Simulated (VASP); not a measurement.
Crystal: CdSe.

```
Cd Se
1.0
     0.00000    3.07027    3.07027
     3.07027    0.00000    3.07027
     3.07027    3.07027    0.00000
Cd Se
1 1
Direct
  0.00000 0.00000 0.00000
  0.75000 0.75000 0.75000
```

Measurements of this composition are mostly on another form, of space group No. 186.

| Property | Result |
| --- | --- |
| Program | VASP 6.6.1 |
| Task | relaxation of cell and atoms |
| Functional | PBEsol |
| Potentials or basis | VASP PAW PBE potentials, release 64 (Cd, Se) |
| Cutoff | 600 eV |
| k mesh | 8 × 8 × 8 |
| Occupations | gaussian, width 0.03 eV |
| Spin | no spin polarisation |

At the start: pressure -1.1 GPa; volume 28.94 Å³/atom.

**Question.** How do energy, volume and symmetry change on relaxing?

**Answer.** Over 3 steps the energy falls by 2.5 meV/atom and the volume is 28.27 Å³/atom (-2.3 %); space group F-43m (No. 216, to 0.05 Å).

Step by step:
```tsv
step	energy change (eV)	largest force (eV/Å)	pressure (GPa)	volume (Å³)
1	0.0000	0.0000	-1.15	57.88
2	-0.0045	0.0000	0.33	56.16
3	-0.0049	0.0000	0.02	56.53
```

Final structure:
```
Cd Se
1.0
     0.00000    3.04621    3.04621
     3.04621    0.00000    3.04621
     3.04621    3.04621    0.00000
Cd Se
1 1
Direct
  0.00000 0.00000 0.00000
  0.75000 0.75000 0.75000
```

Caveat: the PAW data sets were made with another functional, which shifts forces and pressure a little.
